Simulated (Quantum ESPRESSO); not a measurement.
# Pd (Fm-3m) in Quantum ESPRESSO: a series of runs

The runs below take Pd through relaxation of cell and atoms, with revPBE, revPBE+D2.

Everything below comes from runs of Quantum ESPRESSO 7.5. Logs are shortened: lines on timing, memory, paths and dates and some standing lists are left out, and cuts for length are marked.

## 1. The structure

Symmetry: Fm-3m, No. 225, cubic system. Conventional cell: a = 3.893 Å, b = 3.893 Å, c = 3.893 Å, α = 90.00°, β = 90.00°, γ = 90.00°. Pd (site symmetry m-3m) has 12 Pd at 2.75 Å as nearest neighbours.

## 2. Relaxation of cell and atoms, revPBE

Contents of run.py:

```python
import numpy as np
from ase.calculators.espresso import Espresso, EspressoProfile
from ase.io import read

atoms = read('POSCAR')

input_data = {
    'control': {'calculation': 'scf', 'prefix': 'pwscf', 'outdir': './tmp', 'tprnfor': True, 'tstress': True, 'disk_io': 'low'},
    'system': {'ecutwfc': 82.0, 'nbnd': 15, 'input_dft': 'revpbe', 'occupations': 'smearing', 'smearing': 'fd', 'degauss': 0.00367493},
    'electrons': {'conv_thr': 2e-10, 'electron_maxstep': 120, 'mixing_beta': 0.5},
}
pseudopotentials = {'Pd': 'Pd.upf'}
profile = EspressoProfile(command='pw.x', pseudo_dir='pseudo')
dft = Espresso(profile=profile, input_data=input_data, pseudopotentials=pseudopotentials, kpts=(12, 12, 12), koffset=(0, 0, 0))
atoms.calc = dft

from ase.optimize import FIRE
from ase.filters import FrechetCellFilter
done = FIRE(FrechetCellFilter(atoms), trajectory='opt.traj').run(fmax=0.02, steps=30)
print('converged', done)
print('cell (A)', np.round(atoms.cell.cellpar(), 5))
print(f'energy {atoms.get_potential_energy():.8f} eV')
print('forces (eV/A)')
print(np.round(atoms.get_forces(), 6))
print('stress (eV/A^3, Voigt)')
print(np.round(atoms.get_stress(), 8))
print(f'Fermi level {dft.get_fermi_level():.4f} eV')
```

Contents of POSCAR:

```
Pd
1.0
    0.0000000000      1.9465000000      1.9465000000
    1.9465000000      0.0000000000      1.9465000000
    1.9465000000      1.9465000000      0.0000000000
Pd
1
Direct
    0.0000000000      0.0000000000      0.0000000000
```

Potentials or basis: Ansatz NC SR PBE.

Run with:

```console
OMP_NUM_THREADS=1 python run.py
```

Standard output:

```text
Step          Energy          fmax
FIRE:    0    -3686.220548        0.939238
FIRE:    1    -3686.240115        0.448501
FIRE:    2    -3686.245205        0.196992
FIRE:    3    -3686.245475        0.175748
FIRE:    4    -3686.245896        0.135029
FIRE:    5    -3686.246287        0.079070
FIRE:    6    -3686.246471        0.013367
converged True
cell (A) [ 2.80587  2.80587  2.80587 60.      60.      60.     ]
energy -3686.24647094 eV
forces (eV/A)
[[0. 0. 0.]]
stress (eV/A^3, Voigt)
[ 0.00085572  0.00085572  0.00085572 -0.         -0.         -0.        ]
Fermi level 18.3775 eV
```

espresso.pwi:

```text
&CONTROL
   calculation      = 'scf'
   tstress          = .true.
   tprnfor          = .true.
   outdir           = './tmp'
   prefix           = 'pwscf'
   disk_io          = 'low'
   pseudo_dir       = 'pseudo'
/
&SYSTEM
   nbnd             = 15
   ecutwfc          = 82.0
   occupations      = 'smearing'
   degauss          = 0.00367493
   smearing         = 'fd'
   input_dft        = 'revpbe'
   ntyp             = 1
   nat              = 1
   ibrav            = 0
/
&ELECTRONS
   electron_maxstep = 120
   conv_thr         = 2e-10
   mixing_beta      = 0.5
/
&IONS
/
&CELL
/
&FCP
/
&RISM
/
ATOMIC_SPECIES
Pd 106.42 Pd.upf

K_POINTS automatic
12 12 12  0 0 0

CELL_PARAMETERS angstrom
0.00000000000000 1.98405318140520 1.98405318140520
1.98405318140520 0.00000000000000 1.98405318140520
1.98405318140520 1.98405318140520 0.00000000000000

ATOMIC_POSITIONS angstrom
Pd 0.0000000000 0.0000000000 0.0000000000
```

espresso.pwo:

```text
[... set-up lines left out ...]
     Self-consistent Calculation

     iteration #  1     ecut=    82.00 Ry     beta= 0.50
     Davidson diagonalization with overlap
     ethr =  1.00E-02,  avg # of iterations =  4.8

     total energy              =    -270.86622799 Ry
     estimated scf accuracy    <       0.23772730 Ry

     iteration #  2     ecut=    82.00 Ry     beta= 0.50
     Davidson diagonalization with overlap
     ethr =  1.32E-03,  avg # of iterations =  2.1
[... 43 lines left out ...]
     total energy              =    -270.93414206 Ry
     estimated scf accuracy    <          1.9E-09 Ry

     iteration #  9     ecut=    82.00 Ry     beta= 0.50
     Davidson diagonalization with overlap
     ethr =  9.76E-12,  avg # of iterations =  1.0

     End of self-consistent calculation

          k = 0.0000 0.0000 0.0000 (  1363 PWs)   bands (ev):

   -65.5519 -31.0971 -31.0971 -31.0971  11.7197  15.8119  15.8119  15.8119
    17.2754  17.2754  35.4046  39.8360  39.8360  39.8360  45.0891

          k = 0.0589 0.0589-0.0589 (  1321 PWs)   bands (ev):

   -65.5491 -31.1198 -31.1004 -31.1004  11.9581  15.7349  15.8896  15.8896
    17.2411  17.2411  35.6103  38.4027  40.0854  40.0854  45.5308

          k = 0.1179 0.1179-0.1179 (  1330 PWs)   bands (ev):
[... 111 lines left out ...]
   -65.5102 -31.3703 -31.2052 -31.1457  14.2377  15.5223  16.3002  16.3044
    17.6758  20.5039  27.9623  33.5545  37.0709  39.3171  43.6819

          k =-0.0589-0.2946 0.2946 (  1326 PWs)   bands (ev):

   -65.5181 -31.3185 -31.1913 -31.1309  14.3111  15.4279  15.8906  16.4483
    17.0978  19.2049  30.9463  33.7176  38.0199  41.4169  41.6922

          k = 0.0000-0.2357 0.2357 (  1341 PWs)   bands (ev):

   -65.5276 -31.2614 -31.1642 -31.1178  13.8142  15.2302  16.0728  16.5225
    16.7302  18.2327  33.6451  34.4130  39.6320  40.0280  42.9129

          k = 0.3536 0.0000 0.0000 (  1331 PWs)   bands (ev):

   -65.5241 -31.2581 -31.1600 -31.1600  13.8299  14.6861  16.7647  16.9837
    16.9837  17.7863  35.9248  35.9248  36.2338  37.5041  40.9893

          k = 0.4125 0.0589-0.0589 (  1315 PWs)   bands (ev):

   -65.5162 -31.3057 -31.1779 -31.1747  14.0828  14.5032  16.6305  17.1711
    18.0392  18.0820  33.3057  34.9357  35.3155  38.2295  40.8731

          k = 0.4714 0.1179-0.1179 (  1313 PWs)   bands (ev):
[... 11 lines left out ...]
   -65.5016 -31.3735 -31.2575 -31.1764  14.3543  15.1128  16.1330  16.8107
    18.2040  23.7659  25.4853  31.4863  35.7731  37.3357  46.3829

          k =-0.0589-0.4125 0.4125 (  1322 PWs)   bands (ev):

   -65.5042 -31.3548 -31.2650 -31.1623  14.6361  15.2854  15.8307  16.7399
    17.7270  22.2705  27.7045  30.8187  37.2656  37.4346  44.7428

          k = 0.0000-0.3536 0.3536 (  1320 PWs)   bands (ev):

   -65.5102 -31.3362 -31.2393 -31.1457  14.8522  15.2550  15.6269  16.6899
    17.2386  20.6057  30.5757  30.7837  37.5283  39.4616  42.8497

          k = 0.4714 0.0000-0.0000 (  1331 PWs)   bands (ev):

   -65.5102 -31.3361 -31.1913 -31.1913  13.9205  14.1950  17.7263  17.7263
    18.0574  18.1737  33.6231  33.6231  33.7014  38.3705  39.1768

          k = 0.5303 0.0589-0.0589 (  1323 PWs)   bands (ev):
[... 21 lines left out ...]
   -65.5001 -31.3922 -31.2142 -31.2142  13.6198  13.8587  18.2632  18.3794
    18.3794  20.4033  30.3898  31.9396  31.9396  38.9331  39.0641

          k =-0.0589-0.6482 0.6482 (  1321 PWs)   bands (ev):

   -65.4973 -31.4016 -31.2298 -31.2174  13.6115  13.8627  18.1347  18.1725
    18.5724  21.9570  29.0995  30.5752  31.7739  38.9549  40.2311

          k = 0.0000-0.5893 0.5893 (  1320 PWs)   bands (ev):

   -65.4966 -31.3876 -31.2584 -31.2106  13.7995  14.1398  17.4020  17.9213
    18.4663  23.6788  28.1751  28.8910  32.5000  38.6218  42.7068

          k =-0.7071 0.0000 0.0000 (  1298 PWs)   bands (ev):

   -65.4964 -31.4125 -31.2225 -31.2225  13.4793  13.7400  18.3402  18.6516
    18.6516  21.7807  28.6101  31.3118  31.3118  39.1250  39.1683

          k = 0.2357 0.1179 0.0000 (  1329 PWs)   bands (ev):

   -65.5352 -31.2086 -31.1381 -31.1179  13.1551  15.2547  16.1919  16.3613
    16.8888  17.6246  35.5446  35.7906  38.9083  39.9230  43.8087

          k = 0.2946 0.1768-0.0589 (  1333 PWs)   bands (ev):

   -65.5257 -31.2739 -31.1602 -31.1283  13.8719  15.2067  15.9959  16.4934
    17.1499  18.1801  32.8343  35.3360  38.3784  40.0183  43.9599

          k = 0.3536 0.2357-0.1179 (  1321 PWs)   bands (ev):
[... 6 lines left out ...]
   -65.5092 -31.3909 -31.1861 -31.1535  14.0241  15.5125  16.1949  16.5910
    18.1582  20.5701  26.8914  34.7068  36.3085  38.8614  44.4046

          k =-0.2357-0.3536 0.4714 (  1318 PWs)   bands (ev):

   -65.5067 -31.4091 -31.1890 -31.1583  13.9798  15.4363  16.1650  16.8773
    18.2988  21.6632  25.3147  34.6506  36.0582  38.2928  44.7259

          k = 0.3536 0.1179 0.0000 (  1325 PWs)   bands (ev):

   -65.5222 -31.2772 -31.1707 -31.1496  14.0532  14.7811  16.1290  16.9782
    17.2996  18.1664  34.0482  34.6179  37.0345  38.8375  42.5206

          k = 0.4125 0.1768-0.0589 (  1321 PWs)   bands (ev):

   -65.5137 -31.3273 -31.1958 -31.1618  14.3444  14.8793  15.8841  17.0057
    17.8100  19.2917  31.1731  33.9174  35.6057  39.4263  43.1202

          k =-0.2357-0.4714 0.5893 (  1318 PWs)   bands (ev):
[... 11 lines left out ...]
   -65.5042 -31.3761 -31.2384 -31.1676  14.4830  15.1648  16.0611  16.6455
    18.0552  22.3917  26.5017  32.4669  35.1459  39.0119  44.1533

          k =-0.0589-0.2946 0.4125 (  1322 PWs)   bands (ev):

   -65.5092 -31.3481 -31.2284 -31.1539  14.6388  15.3705  15.5167  16.7860
    17.5858  20.6610  29.3026  32.2206  36.1472  40.2374  42.7430

          k = 0.0000-0.2357 0.3536 (  1324 PWs)   bands (ev):

   -65.5171 -31.3112 -31.1997 -31.1391  14.5674  15.0198  15.6988  16.9511
    17.0132  19.2512  32.0742  32.7260  37.3084  40.8403  42.2506

          k = 0.4714 0.1179-0.0000 (  1316 PWs)   bands (ev):

   -65.5093 -31.3404 -31.2031 -31.1853  14.1431  14.3360  16.6636  17.7202
    17.8973  19.3788  32.4420  32.7674  33.8117  39.2229  40.8346

          k =-0.1768-0.5303 0.6482 (  1320 PWs)   bands (ev):
[... 26 lines left out ...]
   -65.4973 -31.3800 -31.2557 -31.2144  13.9440  14.2354  16.9954  17.8097
    18.5309  23.4778  28.5898  29.4353  31.5912  39.6256  42.7967

          k =-0.0000-0.4714 0.5893 (  1318 PWs)   bands (ev):

   -65.4972 -31.3538 -31.2932 -31.2040  14.1963  14.6598  16.3729  17.4546
    18.3763  25.4755  26.4473  28.7446  32.6031  39.3942  45.7626

          k =-0.7071 0.1179-0.0000 (  1320 PWs)   bands (ev):

   -65.4964 -31.3999 -31.2354 -31.2231  13.6755  13.9190  17.8155  18.1098
    18.6520  22.8452  28.5579  30.6713  30.7222  39.6809  40.5893

          k =-0.2357-0.4714 0.7071 (  1329 PWs)   bands (ev):

   -65.5067 -31.3460 -31.2351 -31.1745  14.7165  14.7422  15.6462  17.4382
    17.7144  20.8564  30.7488  30.9833  34.2253  41.1096  42.0908

          k =-0.1768-0.4125 0.6482 (  1322 PWs)   bands (ev):
[... 11 lines left out ...]
   -65.4991 -31.3621 -31.2610 -31.2091  14.3208  14.5294  16.1809  17.6074
    18.3712  23.1151  29.6084  29.6869  31.0525  41.1528  42.9207

          k =-0.0589-0.4125 0.6482 (  1317 PWs)   bands (ev):

   -65.4972 -31.3438 -31.2933 -31.2143  14.4401  14.8720  15.8150  17.2951
    18.5154  25.3292  27.0787  29.4860  30.6915  41.4851  44.1324

          k = 0.0000-0.3536 0.5893 (  1323 PWs)   bands (ev):

   -65.4982 -31.3298 -31.3075 -31.2050  14.6259  15.2345  15.3354  17.1945
    18.3658  24.7876  27.5633  29.0056  31.6961  41.6245  43.4055

          k =-0.7071 0.2357 0.0000 (  1312 PWs)   bands (ev):

   -65.4963 -31.3654 -31.2704 -31.2243  14.1523  14.4512  16.4843  17.5565
    18.6529  24.8369  28.4381  29.0710  29.8838  41.1579  43.7329

          k =-0.7071 0.3536 0.0000 (  1316 PWs)   bands (ev):

   -65.4963 -31.3180 -31.3180 -31.2248  14.4650  15.3200  15.3200  17.2015
    18.6534  27.0105  27.0105  28.3667  29.5720  43.3062  43.3062

     the Fermi energy is    18.3775 ev

!    total energy              =    -270.93414206 Ry
     estimated scf accuracy    <          1.5E-10 Ry
     smearing contrib. (-TS)   =      -0.00153975 Ry
     internal energy E=F+TS    =    -270.93260231 Ry

     The total energy is F=E-TS. E is the sum of the following terms:
     one-electron contribution =     -84.31381554 Ry
     hartree contribution      =      53.83498724 Ry
     xc contribution           =     -42.35165826 Ry
     ewald contribution        =    -198.10211576 Ry

     convergence has been achieved in   9 iterations

     Forces acting on atoms (cartesian axes, Ry/au):

     atom    1 type  1   force =     0.00000000    0.00000000    0.00000000

     Total force =     0.000000     Total SCF correction =     0.000000

     Computing stress (Cartesian axis) and pressure

          total   stress  (Ry/bohr**3)                   (kbar)     P=       -1.37
  -0.00000932   0.00000000   0.00000000           -1.37        0.00        0.00
   0.00000000  -0.00000932   0.00000000            0.00       -1.37        0.00
   0.00000000   0.00000000  -0.00000932            0.00        0.00       -1.37

=------------------------------------------------------------------------------=
   JOB DONE.
=------------------------------------------------------------------------------=
```

Run time: 89 s. Hardware: 1 thread of Arm Neoverse V2, shared host; peak memory 0.08 GiB.

Results:

```
Free energy                            : -3686.2468 eV
Relaxed volume                         : 15.62 Å³/atom
Relaxed cell                           : a = 2.806 Å, b = 2.806 Å, c = 2.806 Å, α = 60.00°, β = 60.00°, γ = 60.00°
Space group after relaxing (to 0.05 Å) : Fm-3m (No. 225)
Energy gained by relaxing              : 25.9 meV/atom
Ionic steps                            : 7
Pressure after relaxing                : -0.1 GPa
Band gap on the k mesh                 : none (metal or under the smearing width)
```

Step by step:
```
step  energy change (eV)  largest force (eV/Å)  pressure (GPa)  volume (Å³)
   1              0.0000                0.0000           10.20        14.75
   2             -0.0196                0.0000            4.74        15.17
   3             -0.0247                0.0000           -2.00        15.82
   4             -0.0249                0.0000           -1.78        15.79
   5             -0.0253                0.0000           -1.37        15.75
   6             -0.0257                0.0000           -0.81        15.69
   7             -0.0259                0.0000           -0.14        15.62
```

Final structure:
```
CELL_PARAMETERS angstrom
0.00000 1.98405 1.98405
1.98405 0.00000 1.98405
1.98405 1.98405 0.00000
ATOMIC_POSITIONS crystal
Pd 0.00000 0.00000 0.00000
```

Levels at points of the mesh, in eV from the Fermi level:
```
             k point  band 7  band 8  band 9  band 10  band 11  band 12
  (0.00, 0.00, 0.00)   -2.57   -2.57   -1.10    -1.10    17.03    21.46
 (0.00, 0.00, -0.50)   -2.61   -0.01   -0.01     1.18     6.92    16.41
(0.00, -0.50, -0.50)   -0.04    0.27    0.27     3.40    10.23    12.93
```

Caveat: the potentials were made for another functional, which shifts forces and pressure.

(Continued in part 2 of 2.)
